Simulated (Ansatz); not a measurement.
# MoGe2As4 monolayer in a perpendicular field, part 2 of 2

What dipole does a perpendicular field induce in the MoGe2As4 monolayer, and does the gap follow? A positive field points along +c.

Ansatz 0.2.0; plane-wave DFT, PBE-D3(BJ), Ansatz PAW.

So far. Step 2 (Relaxation): The lattice constant a goes from 3.730 to 3.632 Å.

## Step 3: Single point, field 0

A sawtooth potential applies the field, turning back in the middle of the vacuum. With the dipole correction the typed value is the field outside the slab. The induced dipole is small, so the SCF threshold is tight.

The cell differs from the one that the last finished run ended in (c 49.220 → 28.170 Å).

input.yaml

```yaml
crystal:
  lattice:
    - [3.631624623, 0.0, 0.0]
    - [-1.8158123115, 3.1450791805, 0.0]
    - [0.0, 0.0, 28.1696031185]
  atoms:
    - { symbol: As, position: [0.0, 0.0, 0.3194933192] }
    - { symbol: Ge, position: [0.3333333333, 0.6666666667, 0.3618113373] }
    - { symbol: As, position: [0.3333333333, 0.6666666667, 0.4478827886] }
    - { symbol: Mo, position: [0.0, 0.0, 0.5] }
    - { symbol: As, position: [0.3333333333, 0.6666666667, 0.5521172114] }
    - { symbol: Ge, position: [0.3333333333, 0.6666666667, 0.6381886627] }
    - { symbol: As, position: [0.0, 0.0, 0.6805066808] }
kpoints:
  mp_grid: { grid: [12, 12, 1] }
  band_path:
    path: [[0, 0, 0], [0.5, 0, 0], [0.33333333, 0.33333333, 0], [0, 0, 0]]
    npoints: 16
hamiltonian:
  xc: pbe
  dispersion: d3bj
scf:
  occupations: { method: fermi_dirac, width: 0.02585 }
  convergence: { dr2_threshold: 1.0e-10 }
efield:
  axis: 3
  dipole_correction: true
  ramp_position: 0.97
  ramp_width: 0.06
  amplitude: 0
output:
  dos: { projected: true, e_range: [-6, 5] }
  write_potential: true
  write_density: true
  volumetric_format: npy
  elf: true
```

Run with:

```bash
$ ansatz run input.yaml --threads 4 --pin off --max-ram 6144MiB --backend cpu --events-out ev --progress --plain --runs-dir out
```

Numbers of over 12 decimals in the logs are rounded to 6 here.

Output:

```text
[...]
Crystal: 7 atoms, lattice volume = 321.746 Å³
Basis set: ecut = 420 eV, 6227 PW (Γ)
Bands: 62, of which v1, the nominal top of the filled ones, is band 51 counted from 1 (50 counted from 0)
Symmetry: 6 space group operations
k-points: 19 of 144 (time reversal used)
[...]
SCF iter   1: F=—  HF=-32973.402246 eV  |F-HF|=—  |Δ(HF+E_count)|=         —  Δρ=6.33e-3  dr2=1.12e0  ethr=1.77e-3  p=0.000 e·Å  D=3.16e-13 V/Å  ΔV_dip=-0.00 eV  dr2_dipole=1.73e-10  V_vac-E_F(+/−)=5.12/5.12 eV  ⟨swp⟩=7.2  Hψ=4599  notcnv=0  defer=5
efield: sawtooth ramp at fractional position 0.9700 (set: `efield.ramp_position`, or a place that a band, a saddle search or an elastic batch's reference lends), width 0.0600; the density the first Hamiltonian is built on has a dipole p = 0.000 e·Å; the dipole correction subtracts the counter field D = 3.16e-13 V/Å, which shifts the + side's vacuum level by -0.00 eV against the − side's; the planar-averaged density in the ramp window peaks in size at 2.9e-5 e/Å³
[...]
SCF iter   2: F=—  HF=-32973.555127 eV  |F-HF|=—  |Δ(HF+E_count)|=   1.53e-1  Δρ=1.11e-2  dr2=2.76e0  ethr=1.09e-3  p=0.000 e·Å  D=1.14e-4 V/Å  ΔV_dip=-0.00 eV  dr2_dipole=1.98e-6  V_vac-E_F(+/−)=3.54/3.55 eV  ⟨swp⟩=2.9  Hψ=1662  notcnv=0  defer=81  recentre
[...]
SCF iter  13: F=-32973.324784 eV  HF=-32973.324784 eV  |F-HF|=9.46e-11  |Δ(HF+E_count)|=  6.04e-10  Δρ=1.63e-7  dr2=8.81e-11  ethr=1.00e-12  p=-0.000 e·Å  D=-2.19e-8 V/Å  ΔV_dip=0.00 eV  dr2_dipole=2.38e-13  V_vac-E_F(+/−)=4.68/4.68 eV  ⟨swp⟩=10.4  Hψ=4717  notcnv=0
SCF 1 converged in 13 iterations: F = -32973.324784 eV  dr2 = 8.81e-11
[...]
NSCF: frozen V_eff on 49 k-points
efield: sawtooth ramp at fractional position 0.9700 (kept from the solve that this one continues, or follows in the run), width 0.0600; the density the first Hamiltonian is built on has a dipole p = -0.000 e·Å; the dipole correction subtracts the counter field D = -2.19e-8 V/Å, which shifts the + side's vacuum level by +0.00 eV against the − side's; the planar-averaged density in the ramp window peaks in size at 1.2e-5 e/Å³
WARN: The output density's exchange-correlation potential varies sharply where the density is thin. Do not read a vacuum level from v_tot or v_xc, or from such a field of the output density. On a cell that repeats whose density bears no net charge and no dipole along the vacuum's axis use v_es (v_loc + v_h of the components); under efield.dipole_correction with no amplitude use v_es + v_field, which holds any externa [...]
SCF converged after 13 iterations
Free energy (F): -32973.324784 eV
[...]
Internal energy: -32973.324784 eV  (E = F + TS)
E sigma→0 (E₀):  -32973.324784 eV
Entropy (-TS):   -0.000000 eV (-0.000 meV/atom)
Fermi energy:    2.364392 eV
Dipole field:    D = 0.000000 V/Å  (p = 0.000001 e·Å, saw-weighted, corrected)
Work function:   Φ+ = 4.6774 eV   Φ− = 4.6774 eV
Levels:          The Fermi level and band energies are counted from a zero that moves with the ramp; work functions are not
[...]
--- Band table (eV; the first three rows and the last of 19) ---
  k-point 0: bands = [... 47 lower, 2.0353, 2.0353, 2.0636, 2.0636, 4.4104, 4.4313, 5.0111, 5.0111, ... 7 higher]
  k-point 1: bands = [... 47 lower, 1.4191, 1.8292, 1.8645, 2.0181, 4.5982, 4.6082, 5.1547, 5.1676, ... 7 higher]
  k-point 2: bands = [... 47 lower, 1.3068, 1.3757, 1.4227, 1.8514, 4.1201, 4.1451, 5.0080, 5.0228, ... 7 higher]
  k-point 18: bands = [... 47 lower, -0.3527, 0.5232, 1.2086, 1.9851, 2.6559, 2.8834, 3.8251, 3.9779, ... 7 higher]
```

Run time: 12 s. Hardware: 4 threads of INTEL XEON PLATINUM 8581C at 2.30GHz (Emerald Rapids), shared host; peak memory 1.2 GiB.

This step gave:

- dipole along the normal: 8.80e-7 e·Å
- gap along the path: 0.5924 eV
- smallest direct gap along the path: 0.6708 eV
- ionisation energy, upper face: 4.978 eV
- electron affinity, upper face: 4.386 eV
- gap, the smaller of path and mesh: 0.5924 eV

Running mean over a fixed 2.8 Å (it still follows the layers) of the planar mean; the ramp of the sawtooth is left out. Table of electron's electrostatic potential energy less the Fermi level by z:

z (Å), electron's electrostatic potential energy less the Fermi level (eV) and a bar from the least value:
```
        4       4.68 ##############################
        5       4.67 ##############################
        6       4.62 ##############################
        7       3.71 ############################
        8       1.01 #####################
        9      -3.35 ###########
       10      -4.38 ########
       11      -3.14 ###########
       12      -1.61 ###############
       13      -5.75 #####
       14      -7.68 
       15      -6.47 ###
       16      -1.86 ##############
       17      -2.72 ############
       18      -4.14 #########
       19      -3.95 #########
       20       0.32 ###################
       21       3.30 ###########################
       22       4.58 ##############################
       23       4.67 ##############################
       24       4.68 ##############################
       25       4.68 ##############################
```

The density of states has structure finer than the step of the table below, so its rows give means over 0.25 eV, whole bins alone (the curve runs from -6 to 2.27 eV). Peaks (eV: height): -3.330: 7.60, -2.770: 9.28, -2.360: 15.1, -1.890: 14.1, -1.510: 7.43, -0.980: 9.93, 1.830: 7.96.

Table of density of states by energy, zero at the Fermi level of the run, which the smearing sets inside the gap; means over each step:

```
energy (eV)  density of states (states/eV a cell)
      -5.25                                     0
      -5.00                                  3.42
      -4.75                                  4.22
      -4.50                                  3.62
      -4.25                                  4.25
      -4.00                                  3.60
      -3.75                                  3.77
      -3.50                                  3.00
      -3.25                                  4.05
      -3.00                                  3.91
      -2.75                                  6.26
      -2.50                                  6.41
      -2.25                                  7.75
      -2.00                                  6.31
      -1.75                                  6.65
      -1.50                                  6.54
      -1.25                                  2.94
      -1.00                                  6.02
      -0.75                                  3.05
      -0.50                                  1.99
      -0.25                                 0.287
       0.00                                     0
       0.25                                 0.339
       0.50                                  1.47
       0.75                                  2.81
       1.00                                  3.04
       1.25                                  2.92
       1.50                                  5.14
       1.75                                  5.79
       2.00                                  3.42
```

Projected DOS per atom over height of the atomic layer and energy from the Fermi level. Layers: As Ge As Mo As Ge As from below.

Ten even steps from '_' (0.00 states/eV) to '@' (2.48 states/eV), each cell a mean:
```
......--......
::::::##::::::
......**......
______##______
______--______
______________
______________
______==______
......@@......
::..::--::..::
==..--**--..==
==::--++--::==
==::--++--::==
--::--==--::--
....::--::....
......::......
....::--::....
..::------::..
....--::--....
__..........__
______________
______________
```
Columns: height of the atomic layer (Å) from 9 to 19.2 (not evenly spaced); rows upwards: energy from the Fermi level (eV) from -5.96 to 2.23.

The electronic bands at the labelled points (eV, zero at the Fermi level of the run, which the smearing sets inside the gap):

```
  point  band 48  band 49  band 50  band 51  band 52  band 53  band 54  band 55
      Γ    -0.33    -0.33    -0.30    -0.30     2.05     2.07     2.65     2.65
halfway    -1.43    -1.41    -1.36    -0.84     1.40     1.61     1.97     2.19
      M    -2.10    -2.09    -1.37    -0.91     0.92     1.10     1.23     1.30
halfway    -2.25    -1.90    -1.53    -0.75     0.48     0.80     1.52     2.34
      K    -2.72    -1.84    -1.16    -0.38     0.29     0.52     1.46     1.61
halfway    -1.91    -1.87    -1.29    -0.92     1.37     1.62     1.85     2.70
      Γ    -0.33    -0.33    -0.30    -0.30     2.05     2.07     2.65     2.65
```

Electrostatic potential energy in the ca plane at fractional y = 0.667, with atoms of Ge and As within 0.2 Å of it. With pseudopotentials it is smooth inside the atoms' cores, unlike the true potential.

Values in eV, 5 rows by 16 columns, each cell a mean:
```
  7   7   6  -1   0   4   6   5  -3  -3   5   6   4   0  -1   6
  7   7   6   2  -1   1   4   0  -1  -1   0   4   1  -1   2   6
  7   7   7   4 -17 -22  -5  -5  -5  -5  -5  -5 -22 -17   4   7
  7   7   7   4 -22 -28  -8   3  -6  -6   3  -8 -28 -22   4   7
  7   7   6   3  -5  -7   1  -7  -1  -1  -7   1  -7  -5   3   6
```
Columns run along c (16.0 Å, from fractional 0.19 to 0.76 of the cell; values clipped at the 3rd and 97th percentile), rows up along a (3.6 Å). Atoms in or near the plane, at fractional coordinates: Ge at (0.36, 0.33), As at (0.45, 0.33), As at (0.55, 0.33), Ge at (0.64, 0.33).

ELF in the ca plane at fractional y = 0.667, with atoms of Ge and As within 0.2 Å of it. It is the smooth field of the valence electrons, not physical close to the nuclei.

Ten even steps from '0' (0.00) to '9' (0.72), each cell a mean:
```
00000000000000125798877653111354322224542112
00000000000000136899877642001233223212331001
00000000000000014688788764223577522236764223
00000000000000001245677655567889853479987665
00000000000000000012354224698756863477568985
00000000000000000001243002699523663474237984
00000000000000000001343102699634763476347985
00000000000000000123566445688878863478888875
00000000000000012466788765445789742358986444
```
Columns run along c (16.0 Å, from fractional 0.06 to 0.62 of the cell), rows up along a (3.6 Å). Atoms in or near the plane, at fractional coordinates: Ge at (0.36, 0.33), As at (0.45, 0.33), As at (0.55, 0.33).

Valence density in the ca plane at fractional y = 0.667, with atoms of Ge and As within 0.2 Å of it. It is the smooth field of the valence electrons, not physical close to the nuclei.

Values in e/Å³, 5 rows by 16 columns, each cell a mean:
```
 0  0  0  0  0  0  0  0  0  0  0  0  0  0  0  0
 0  0  0  0  0  0  0  0  0  0  0  0  0  0  0  0
 0  0  0  0  2  4  1  6  1  1  6  1  4  2  0  0
 0  0  0  0  5 11  1 13  1  1 13  1 11  5  0  0
 0  0  0  0  0  0  0  1  0  0  1  0  0  0  0  0
```
Columns run along c (16.0 Å, from fractional 0.19 to 0.76 of the cell), rows up along a (3.6 Å). Atoms in or near the plane, at fractional coordinates: Ge at (0.36, 0.33), As at (0.45, 0.33), As at (0.55, 0.33), Ge at (0.64, 0.33).

The gap is 0.59 eV, with the valence edge 4.98 eV and the conduction edge 4.39 eV under the upper vacuum level.

## Step 4: Atoms held, field 0.1 V/Å

Changes to input.yaml since step 3:

```diff
@@ -29,5 +29,4 @@
   ramp_width: 0.06
-  amplitude: 0
+  amplitude: 0.1
 output:
-  dos: { projected: true, e_range: [-6, 5] }
   write_potential: true
@@ -35,2 +34 @@
   volumetric_format: npy
-  elf: true
```

Output:

```text
[...]
Crystal: 7 atoms, lattice volume = 321.746 Å³
Basis set: ecut = 420 eV, 6227 PW (Γ)
Bands: 62, of which v1, the nominal top of the filled ones, is band 51 counted from 1 (50 counted from 0)
Symmetry: 6 space group operations
k-points: 19 of 144 (time reversal used)
[...]
k-point 0: bands = [... 47 lower, 2.0224, 2.0224, 2.0755, 2.0755, 4.3878, 4.4522, 5.0102, 5.0102, ... 7 higher]
  k-point 1: bands = [... 47 lower, 1.4188, 1.8180, 1.8749, 2.0180, 4.5813, 4.6224, 5.1535, 5.1599, ... 7 higher]
  k-point 2: bands = [... 47 lower, 1.3061, 1.3666, 1.4309, 1.8512, 4.1096, 4.1540, 5.0064, 5.0222, ... 7 higher]
  k-point 18: bands = [... 47 lower, -0.3535, 0.5225, 1.2089, 1.9846, 2.6555, 2.8827, 3.8247, 3.9769, ... 7 higher]
[key lines of the parts left out:]
SCF converged after 14 iterations
Free energy (F): -32973.328654 eV
Fermi energy:    2.366815 eV
Dipole field:    D = 0.043531 V/Å  (p = 0.077402 e·Å, saw-weighted, corrected)
```

The job ended after 12 s (4 threads; peak memory 1.1 GiB).

The dipole is 0.0774 e·Å, and the gap 0.580 eV.

## Step 5: Single point, field -0.1 V/Å

Changes to input.yaml since step 4:

```diff
@@ -29,3 +29,3 @@
   ramp_width: 0.06
-  amplitude: 0.1
+  amplitude: -0.1
 output:
```

Output:

```text
[...]
Crystal: 7 atoms, lattice volume = 321.746 Å³
Basis set: ecut = 420 eV, 6227 PW (Γ)
Bands: 62, of which v1, the nominal top of the filled ones, is band 51 counted from 1 (50 counted from 0)
Symmetry: 6 space group operations
k-points: 19 of 144 (time reversal used)
[...]
k-point 0: bands = [... 47 lower, 2.0224, 2.0224, 2.0755, 2.0755, 4.3878, 4.4522, 5.0102, 5.0102, ... 7 higher]
  k-point 1: bands = [... 47 lower, 1.4188, 1.8180, 1.8749, 2.0180, 4.5813, 4.6224, 5.1535, 5.1599, ... 7 higher]
  k-point 2: bands = [... 47 lower, 1.3061, 1.3666, 1.4309, 1.8512, 4.1096, 4.1540, 5.0064, 5.0222, ... 7 higher]
  k-point 18: bands = [... 47 lower, -0.3535, 0.5225, 1.2089, 1.9846, 2.6555, 2.8827, 3.8247, 3.9769, ... 7 higher]
[key lines of the parts left out:]
SCF converged after 15 iterations
Free energy (F): -32973.328654 eV
Fermi energy:    2.366816 eV
Dipole field:    D = -0.043530 V/Å  (p = -0.077399 e·Å, saw-weighted, corrected)
```

Run time: 12 s. Hardware: 4 threads; peak memory 1.1 GiB; 47 s of CPU time.

The dipole is -0.0774 e·Å, and the gap 0.580 eV.

## Step 6: Response, atoms held

This step: plane-wave DFT, PBE-D3(BJ), Ansatz PAW; response to a field along the normal, atoms held (Ansatz 0.2.0).

The dipoles give the slope, and the difference of two potentials shows where the field is screened.

This step gave:

- equivalent conductor thickness p/(ε₀AE): 12.26 Å
- distance between the outer atoms: 10.17 Å

Dipole of the cell against applied field:

```
applied field (V/Å)  dipole of the cell (e·Å)
            -0.1000                   -0.0774
             0.0000                    8.8e-7
             0.1000                    0.0774
```

Local field over the applied field, running mean. From the potentials at -0.1 and 0.1 V/Å; running mean over 2.5 Å. Table of local field over applied field by z:

```
z (Å)  local field over applied field
    5                           0.993
    6                           0.951
    7                           0.760
    8                           0.413
    9                           0.107
   10                          0.0372
   11                          0.0620
   12                          0.0653
   13                          0.0472
   14                          0.0305
   15                          0.0448
   16                          0.0600
   17                          0.0689
   18                          0.0379
   19                          0.0775
   20                           0.353
   21                           0.706
   22                           0.934
   23                           0.990
   24                           0.999
```

The induced electron density oscillates, so the rows of the table below give means over windows of 1 Å about each position, cut where the curve ends. Its maxima inside the range that stand out by 2 % of the span (Å: e/Å³ per V/Å): 7.9: 0.00356, 11.2: 4.2e-4, 12.5: 7.6e-4, 14.8: 2.8e-4, 16.3: 3.6e-4, 17.9: 0.00122. Its minima: 10.3: -0.00122, 11.9: -3.6e-4, 13.4: -2.8e-4, 15.7: -7.6e-4, 17.0: -4.2e-4, 20.2: -0.00356.

Electrons, planar mean, per unit field. The induced electron density by z; means over each step:

```
z (Å)  induced electron density (e/Å³ per V/Å)
    5                                   3.7e-5
    6                                   2.8e-4
    7                                  0.00152
    8                                  0.00298
    9                                   7.8e-4
   10                                  -4.9e-4
   11                                   3.4e-5
   12                                   6.8e-5
   13                                   1.4e-4
   14                                  -3.4e-5
   15                                   3.1e-6
   16                                  -1.9e-4
   17                                  -1.4e-4
   18                                   6.8e-4
   19                                  -6.5e-4
   20                                 -0.00267
   21                                 -0.00191
   22                                  -3.8e-4
   23                                  -5.3e-5
   24                                  -8.9e-6
```

The smaller of the gaps on the path and on the k-mesh, counted as 0 under 0.03 eV. Gap against applied field:

```
applied field (V/Å)  gap (eV)
            -0.1000     0.580
             0.0000     0.592
             0.1000     0.580
```

By hand: between -0.1 and 0.1 V/Å the dipole changes by 0.1548 e·Å, a slope of 0.7740 e·Å²/V. A perfect conductor of thickness t has p = ε₀AEt, so t = 180.95 × 0.7740 / 11.422 = 12.26 Å (e/ε₀ = 180.95 V·Å, A in Å²).

The induced dipole is that of a conductor 12.26 Å thick.

## Step 7: Results

| Property | Result |
| --- | --- |
| gap without field | 0.592 eV |
| ionisation energy, upper face | 4.98 eV |
| electron affinity, upper face | 4.39 eV |
| equivalent conductor thickness, atoms held | 12.3 Å |

The induced dipole equals that of a perfect conductor 12.26 Å thick, while the outer atoms lie 10.17 Å apart; an out-of-plane ε follows only once a thickness t is chosen, by 1 − 1/ε = 12.26 Å / t. The gap goes from 0.59 eV to 0.58 eV at -0.1 V/Å. Semilocal functionals give gaps that are too small, and excitons are not included. Spin-orbit coupling is left out, which matters for the bands of elements this heavy. The outer anions sit over the metal atoms, one of several polytypes of such layers and not the lowest for every compound.

[Logs are printed without paths, hosts, clocks, repeated set-up lines and the standing remarks that a program may print on its own settings, such as how far it seeks lower states.]

[Hosts, paths, dates, database ids (printed as entryN), source tags and the programs' standing remarks are cut or masked in the printed files.]

[Maps of the electrostatic potential energy from Ansatz leave out the sawtooth potential of an applied field or a dipole correction, so their vacuum need not be flat; planar profiles and work functions include it.]

[The density of states shown here was stored with 400 of the rows of the run's finer table, so its peaks can read low, often by over a quarter, or be missed, and its means over a window can be off by a tenth or more.]
